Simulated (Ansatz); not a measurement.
Sc: energy along a strain

Sc, I4/mmm, a = 3.834 Å, c = 3.435 Å (as given, not relaxed at this level: -0.8 GPa). This isn't the element's structure at ambient conditions. Ansatz: PBE, PAW, 420 eV, Γ-centred 18×18×18 mesh on 1 atom, Gaussian smearing 0.15 eV; no spin polarisation. Cell vectors (Å): -1.917 1.917 1.718; 1.917 -1.917 1.718; 1.917 1.917 -1.718. The cell is strained by x per cent times the pattern (0 0 0 0 1 0) in the order xx yy zz yz xz xy (engineering shears), with fractional coordinates held. y is the free energy over the start, V0 = 25.253 Å³/atom. Symmetry makes y even in x.

```tsv
x (%)	y (meV/atom)
-2.00	?
-1.00	0.22
0.00	0.00
0.50	0.06
1.50	0.49
1.75	0.67
```

Task: Fit y = c2 x² + c4 x⁴ to the other rows, get the stiffness along the pattern, and predict the missing energy.

Result: Least squares on the rows shown. y = 0.2201 x² − 0.0005788 x⁴. The clamped-ion stiffness p·C·p = 2 × 2.201 eV × 160.2 / 25.253 Å³ = 28 GPa, which is C55 in these axes (second derivative at the start, which stands under stress). With a term in x⁶ added, the coefficient of x² becomes 0.2305, 5 % more, which shows how far this figure hangs on the form. At x = -2.00 the fit asked for gives 0.87 meV/atom. The run gave 0.88 meV/atom, so the fit is 0.01 meV/atom too low, a small miss on the scale of the series.